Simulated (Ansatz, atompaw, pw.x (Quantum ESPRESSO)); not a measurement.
**pw.x on fcc Co: one setting changed**

Potential: PAW, atompaw 4.2.0.5, PBEsol; core [Ar], reference 3d7 4s2 4p0; waves: 4s (bound): rc 2.80 bohr; 4s channel at 0.65 Ry: rc 2.80 bohr; 4p (bound, empty): rc 2.80 bohr; 4p channel at 1.95 Ry: rc 2.80 bohr; 3d (bound): rc 1.45 bohr; 3d channel at 0.1 Ry: rc 1.45 bohr; local part: bessel scheme, radius 2.45 bohr; core correction: smooth core density matched at 2.34 bohr; augmentation: besselshape compensation charge, radius 2.70 bohr; PAW radius 2.80 bohr; waves and projectors: custom rrkj gramschmidtortho.

The reference run (k-mesh 16³, cutoffs 110/900 Ry, Fermi–Dirac 0.01 Ry, mixing_beta 0.4, conv_thr 1e-9, no spin) gives 3.51 GPa at 9.942 Å³/atom, where all-electron LAPW gives -0.40 GPa. This run, with its own iteration cap, changes smearing to mv.

```
&control
  calculation='scf', prefix='x', pseudo_dir='./', outdir='./tmp', tstress=.true., disk_io='none'
/
&system
  ibrav=0, nat=1, ntyp=1, ecutwfc=110, ecutrho=900, nbnd=12,
  occupations='smearing', smearing='mv', degauss=0.01
/
&electrons
  conv_thr=1e-09, mixing_beta=0.4, electron_maxstep=50
/
ATOMIC_SPECIES
Co 1.0 Co.UPF
CELL_PARAMETERS angstrom
  0.00000000 1.70666358 1.70666358
  1.70666358 0.00000000 1.70666358
  1.70666358 1.70666358 0.00000000
ATOMIC_POSITIONS crystal
Co 0.0000 0.0000 0.0000
K_POINTS automatic
16 16 16 0 0 0
```

```bash
pw.x < Co.scf.in > Co.scf.out
```

**Question.** How does the run end?

**Answer.** It converges in 7 iterations; the free energy moves by +65.3 meV/atom and the pressure by -1.54 GPa. This scheme is built to cancel the term in the square of the width that Fermi–Dirac smearing leaves in the F of a metal.

```
Message from routine setup:
     using ibrav=0 with symmetry is DISCOURAGED, use correct ibrav instead
     lattice parameter (alat)  =       4.5610  a.u.
     unit-cell volume          =      67.0919 (a.u.)^3
     number of electrons       =         9.00
     number of Kohn-Sham states=           12
     kinetic-energy cutoff     =     110.0000  Ry
     charge density cutoff     =     900.0000  Ry
     scf convergence threshold =      1.0E-09
     Exchange-correlation= SLA PW PSX PSC
     number of k points=   145  Marzari-Vanderbilt smearing, width (Ry)=  0.0100
     iteration #  1     ecut=   110.00 Ry     beta= 0.40
     total energy              =    -159.59434691 Ry
     estimated scf accuracy    <       0.01225362 Ry
     iteration #  2     ecut=   110.00 Ry     beta= 0.40
     total energy              =    -159.59143794 Ry
     estimated scf accuracy    <       0.00036264 Ry
     iteration #  3     ecut=   110.00 Ry     beta= 0.40
     total energy              =    -159.59073642 Ry
     estimated scf accuracy    <       0.00135468 Ry
     iteration #  4     ecut=   110.00 Ry     beta= 0.40
     total energy              =    -159.59089708 Ry
     estimated scf accuracy    <       0.00000235 Ry
     iteration #  5     ecut=   110.00 Ry     beta= 0.40
     total energy              =    -159.59089191 Ry
     estimated scf accuracy    <       0.00004888 Ry
     iteration #  6     ecut=   110.00 Ry     beta= 0.40
     total energy              =    -159.59089999 Ry
     estimated scf accuracy    <       0.00000265 Ry
     iteration #  7     ecut=   110.00 Ry     beta= 0.40
     the Fermi energy is    18.7093 ev
!    total energy              =    -159.59090075 Ry
     estimated scf accuracy    <          3.2E-11 Ry
     smearing contrib. (-TS)   =      -0.00036813 Ry
     The total energy is F=E-TS. E is the sum of the following terms:
     one-electron contribution =       0.11462038 Ry
     hartree contribution      =       4.58299831 Ry
     xc contribution           =      -9.35628204 Ry
     ewald contribution        =     -57.57507479 Ry
     one-center paw contrib.   =     -97.35679448 Ry
     convergence has been achieved in   7 iterations
          total   stress  (Ry/bohr**3)                   (kbar)     P=       19.79
     Message from routine punch:
     Nothing written, as per user request (disk_io='none')
```

The run took about 29 s on one core of a shared host (Intel(R) Xeon(R) Platinum 8259CL CPU @ 2.50GHz, 96 threads, 755 GiB, load 46).
